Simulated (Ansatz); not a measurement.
# AlN (P6_3mc) in Ansatz: a series of runs, part 2 of 2

Ansatz 0.2.0. The steps go on from the part before.

## Step 5: Relaxation of cell and atoms, PBEsol, target pressure 20 GPa, at which the enthalpy is minimised

File input.yaml:

```yaml
crystal:
  lattice:
    - [3.113, 0.0, 0.0]
    - [-1.5565, 2.695937082, 0.0]
    - [0.0, 0.0, 4.981]
  atoms:
    - { symbol: Al, position: [0.6666666667, 0.3333333333, 0.5] }
    - { symbol: Al, position: [0.3333333333, 0.6666666667, 0.0] }
    - { symbol: "N", position: [0.6666666667, 0.3333333333, 0.88] }
    - { symbol: "N", position: [0.3333333333, 0.6666666667, 0.38] }
kpoints:
  mp_grid: { grid: [10, 10, 6] }
scf:
  occupations: { method: fermi_dirac, width: 0.05 }
hamiltonian:
  xc: pbesol
  pseudopotentials: { kind: all_electron, lapw: { basis_error: 0.002 } }
output:
  forces: true
  stress: true
relax:
  f_tol: 0.02
  max_steps: 60
  cell: { p_target: 20 }
```

Potentials or basis: all-electron LAPW, scalar-relativistic.

Run with:

```bash
> ansatz run input.yaml --threads 2 --pin off --max-ram 8192MiB --backend cpu --events-out ev --progress --plain --runs-dir out
```

Log:

```text
Warning: RAYON_NUM_THREADS=2 ignored (pool sized by the plan → 2); use --threads N
The last accepted step is kept in <dir> (removed where the run ends without a failure and the disk answers)
LAPW: plane waves up to 9.851 Å⁻¹, error target 2.0e-3 eV per atom; small_component_spin mean_spin; N in spheres of 0.878 Å, 7 of its electrons in bands, Dirac shells []; Al in spheres of 0.958 Å, 11 of its electrons in bands, Dirac shells [] (how accurate: hamiltonian.pseudopotentials.lapw.basis_error, Limitations)
Engine: ansatz 0.2.0, x86_64-unknown-linux-gnu
Pseudopotentials: kind: all_electron
Pseudopotential: Al, LAPW, valence charge 11, lapw/all_electron/scalar/gaussian/Al, Koelling and Harmon's equation, gaussian nucleus
Pseudopotential: N, LAPW, valence charge 7, lapw/all_electron/scalar/gaussian/N, Koelling and Harmon's equation, gaussian nucleus
Functional definition: PBEsol
  exchange = pbesol_x
  correlation = pbesol_c
Crystal: 4 atoms, lattice volume = 41.803 Å³
Basis set: ecut = 369.7012565276968 eV, 687 PW (Γ), exchange–correlation at level 2
Bands: 22, of which v1, the nominal top of the filled ones, is band 18 counted from 1 (17 counted from 0)
Symmetry: 12 space group operations
Space group: P63mc (ITA 186), of the structure as read, at distance tolerance 3.5e-5 Å
k-points: 56 of 600 (time reversal used)
Non-local potential: Al, projectors of the file, none
Non-local potential: N, projectors of the file, none
Initial density: superposition of atomic densities (chi_scale 0.1, normalization cell, long waves kept (reshape's long-wave potential 0.00 eV rms))
Initial wavefunctions: plane waves of lowest kinetic energy (no species holds an atomic orbital)
Functional: x = pbesol(κ = 0.804, μ = 0.12345679012345678), c = pbesol(β = 0.046)
iter 1 solved again at ethr=3.10e-2 eV; its pass at ethr=1.00e-1 eV (dr2=1.12e1 eV) is discarded
SCF iter   1: F=—  HF=-16168.875336 eV  |F-HF|=—  |Δ(HF+E_count)|=         —  Δρ=1.49e-1  dr2=1.12e1  ethr=3.10e-2  ⟨swp⟩=2.0  Hψ=8479  notcnv=0
preconditioner: auto → Resta (q_TF=auto, 2.661 Å⁻¹)  ε∞=3.5  [insulator: Δε(μ)=5.884 eV  Ē_g=14.563 eV  σ=0.050 eV  W_gap=1.00  n_scr=22 (ndim 8)  ℏωp=23.0 eV  f_vac=0.000  D(μ)=0.00/eV (n_scr^D=0)  ε∞_Penn≈3.5]
iter 2 solved again at ethr=1.26e-3 eV; its pass at ethr=3.10e-2 eV (dr2=4.52e-1 eV) is discarded
[... 65 lines left out ...]
SCF 6 converged in 3 iterations: F = -16164.065069 eV  dr2 = 1.41e-8
relax step   6: F+E_penalty+E_count = -16164.06506907 eV  Δ(F+E_penalty+E_count) = -4.305e-5 eV  max|allowed force component| = 1.595e-4 eV/Å  Δτ_max = 0.0005 Å  P = +20.001 GPa  Ω = 38.410 Å³  (3 SCF iters, accepted)
iter 1 solved again at ethr=6.43e-11 eV; its pass at ethr=1.00e-1 eV (dr2=2.32e-8 eV) is discarded
SCF iter   1: F=—  HF=-16164.065065 eV  |F-HF|=—  |Δ(HF+E_count)|=         —  Δρ=1.25e-5  dr2=1.44e-8  ethr=6.43e-11  ⟨swp⟩=4.8  Hψ=7993  notcnv=0  reapply=26
SCF iter   2: F=-16164.065065 eV  HF=-16164.065065 eV  |F-HF|=2.20e-8  |Δ(HF+E_count)|=   9.59e-7  Δρ=6.18e-6  dr2=3.51e-9  ethr=4.00e-11  ⟨swp⟩=2.0  Hψ=3236  notcnv=0
SCF 7 converged in 2 iterations: F = -16164.065065 eV  dr2 = 3.51e-9
relax step   7: F+E_penalty+E_count = -16164.06506453 eV  Δ(F+E_penalty+E_count) = +4.549e-6 eV  max|allowed force component| = 1.672e-4 eV/Å  Δτ_max = 0.0000 Å  P = +20.001 GPa  Ω = 38.410 Å³  stress off target by 6.69e-3 GPa  SCF on the basis re-selected at this cell (its energy is not comparable with the rows above)  (2 SCF iters)
basis re-selected at this cell: Δ(F+E_penalty+E_count) = +4.549e-6 eV, ΔP = -0.000 GPa vs the last step (what re-selecting the basis moved, after the strain that the cell walked since its last selection, with what the two solves' SCF thresholds leave and, on support functions, any second-order correction that the steps lacked; it is no measure of the basis error at this ecutwfc). This SCF's stress stands 6.69e-3 GPa from its target on what of the cell is left free (relax.cell.stress_tol is 5.00e-2 GPa) and its largest allowed force component is 1.67e-4 eV/Å (relax.f_tol is 2.00e-2 eV/Å): within both
SCF converged after 2 iterations
Free energy (F): -16164.065065 eV
Harris-Foulkes:  -16164.065065 eV  (|F-HF|=2.20e-8)
Internal energy: -16164.065065 eV  (E = F + TS)
E sigma→0 (E₀):  -16164.065065 eV
Fermi energy:    12.141831 eV
--- Per-component energies (eV) ---
  E_band       = -2364.221896
  E_kinetic    = 16192.706110
  E_xc         = -1359.553424
  E_electrostatic = -30997.217750  (all electrons and nuclei)
  E_smearing   = -0.000000  (= −TS)
  E_closure    = 0.000000  (closes the sum)
  E_atoms      = -16132.961984  (free atoms, spherical and without spin; not in F)
  Σ components = -16164.065065   (vs F -16164.065065, Δ=0.00e0)
  Basis errors (estimates in eV, not in F): energy 1.0e-3 per atom: plane waves 9.4e-4 (5.9e-4 summed), levels above the bands 3.0e-55, relativity 1.0e-8, radial functions 8.6e-5, core shells 3.3e-11; eigenvalues (radial functions only) 8.7e-6; not estimated: angular momenta, meshes, grids; target (lapw.basis_error) 2.0e-3; muffin-tin radii N 0.853 Å, Al 0.932 Å
--- Forces (eV/Å), atoms counted from 1 ---
  atom   1  Al    -0.00000000     0.00000000     0.00017174
  atom   2  Al     0.00000000    -0.00000000     0.00017174
  atom   3  N      0.00000000     0.00000000    -0.00016258
  atom   4  N      0.00000000    -0.00000000    -0.00016258
  max |Σ_I F_I| component: 1.83e-5 eV/Å
--- Stress (GPa, compression-positive) ---
       20.004496       0.000000      -0.000000
        0.000000      20.004496      -0.000000
       -0.000000      -0.000000      19.993314
  P = ⅓ Tr σ = 20.0008 GPa (200.008 kbar)
--- Relaxed structure (6 steps of the walk, 6 accepted, 1 SCFs on fresh bases) ---
  F+E_penalty+E_count = -16164.06506453 eV   max|allowed force component| = 1.672e-4 eV/Å   (the final SCF, on the basis selected at the relaxed cell)
  cell:  # Å, volume = 38.4102 Å³
    - [3.033846814031915, 2.9292563182136996e-18, -2.1773685149079955e-34]
    - [-1.5169234070159574, 2.6273884121421216, -8.35518191668069e-34]
    - [-3.483929512598273e-34, -1.7448440368880613e-33, 4.818681815562037]
  atoms:
    - { symbol: Al, position: [0.6666666666666666, 0.3333333333333333, 0.49787106967247524] }
    - { symbol: Al, position: [0.3333333333333333, 0.6666666666666666, -0.0021289303275247983] }
    - { symbol: N, position: [0.6666666666666666, 0.3333333333333333, 0.8821289303275248] }
    - { symbol: N, position: [0.3333333333333333, 0.6666666666666666, 0.38212893032752476] }
```

It took 57 s on 2 threads of Intel Xeon Platinum 8259CL at 2.50GHz (Skylake/Cascade Lake), shared host; peak memory 0.43 GiB.

Results:

| Item | Value |
| --- | --- |
| Free energy | -16164.0651 eV |
| Relaxed volume | 9.60 Å³/atom |
| Relaxed cell | a = 3.034 Å, b = 3.034 Å, c = 4.819 Å, α = 90.00°, β = 90.00°, γ = 120.00° |
| Space group after relaxing (to 0.05 Å) | P6_3mc (No. 186) |
| Energy change on relaxing (the enthalpy is what falls) | +49.4 meV/atom |
| Ionic steps | 7 |
| Pressure after relaxing | 20.0 GPa |
| Band gap on the k mesh | 4.81 eV |

Step by step:
| step | energy change (eV) | largest force (eV/Å) | volume (Å³) |
| --- | --- | --- | --- |
| 1 | 0.0000 | 0.1300 | 41.80 |
| 2 | 0.0674 | 0.1199 | 39.77 |
| 3 | 0.2172 | 0.0559 | 38.26 |
| 4 | 0.1969 | 0.0401 | 38.42 |
| 5 | 0.1974 | 0.0132 | 38.41 |
| 6 | 0.1974 | 0.0002 | 38.41 |
| 7 | 0.1974 | 0.0002 | 38.41 |

Final structure:
```yaml
crystal:
  lattice:
    - [3.03385, 0.00000, 0.00000]
    - [-1.51692, 2.62739, 0.00000]
    - [0.00000, 0.00000, 4.81868]
  atoms:
    - { symbol: Al, position: [0.66667, 0.33333, 0.49787] }
    - { symbol: Al, position: [0.33333, 0.66667, 0.99787] }
    - { symbol: N, position: [0.66667, 0.33333, 0.88213] }
    - { symbol: N, position: [0.33333, 0.66667, 0.38213] }
```

A k mesh can miss the band edges. Expect the measured gap to be larger: semilocal functionals such as PBEsol lack the derivative discontinuity.

## Step 6: Relaxation of cell and atoms, PBEsol, target pressure 30 GPa, at which the enthalpy is minimised

Changes to input.yaml since step 5:

```diff
@@ -23,2 +23,2 @@
   max_steps: 60
-  cell: { p_target: 20 }
+  cell: { p_target: 30 }
```

Potentials or basis: all-electron LAPW, scalar-relativistic.

Run with:

```bash
> ansatz run input.yaml --threads 2 --pin off --max-ram 8192MiB --backend cpu --events-out ev --progress --plain --runs-dir out
```

Run time: 61 s. Hardware: 2 threads of Intel Xeon Platinum 8259CL at 2.50GHz (Skylake/Cascade Lake), shared host; peak memory 0.44 GiB.

Results (log left out):

* Free energy: -16163.8625 eV
* Relaxed volume: 9.28 Å³/atom
* Relaxed cell: a = 3.004 Å, b = 3.004 Å, c = 4.748 Å, α = 90.00°, β = 90.00°, γ = 120.00°
* Space group after relaxing (to 0.05 Å): P6_3mc (No. 186)
* Energy change on relaxing (the enthalpy is what falls): +100.0 meV/atom
* Ionic steps: 7
* Pressure after relaxing: 30.0 GPa
* Band gap on the k mesh: 5.03 eV

Step by step:
```csv
step,energy change (eV),largest force (eV/Å),volume (Å³)
1,0.0000,0.1300,41.80
2,0.1558,0.1373,38.78
3,0.4489,0.0798,36.86
4,0.3971,0.0597,37.12
5,0.4008,0.0014,37.10
6,0.4000,0.0003,37.11
7,0.4000,0.0004,37.11
```

Final structure:
```yaml
crystal:
  lattice:
    - [3.00409, 0.00000, 0.00000]
    - [-1.50204, 2.60162, 0.00000]
    - [0.00000, 0.00000, 4.74766]
  atoms:
    - { symbol: Al, position: [0.66667, 0.33333, 0.49710] }
    - { symbol: Al, position: [0.33333, 0.66667, 0.99710] }
    - { symbol: N, position: [0.66667, 0.33333, 0.88290] }
    - { symbol: N, position: [0.33333, 0.66667, 0.38290] }
```

## Step 7: Overview

```tsv
cell	gap on the mesh (eV)	pressure (GPa)
relaxed	4.11	0.0
relaxed to 5 GPa	4.31	5.0
relaxed to 10 GPa	4.49	10.0
relaxed to 20 GPa	4.81	20.0
relaxed to 30 GPa	5.03	30.0
```

Alike in all rows: task relaxation of cell and atoms; level PBEsol; potentials or basis all-electron LAPW, scalar-relativistic; no spin polarisation; k mesh 10 × 10 × 6; smearing fermi-dirac 0.05 eV; basis error allowed 0.002 eV/atom.

Compare energies only between runs with the same functional and basis.
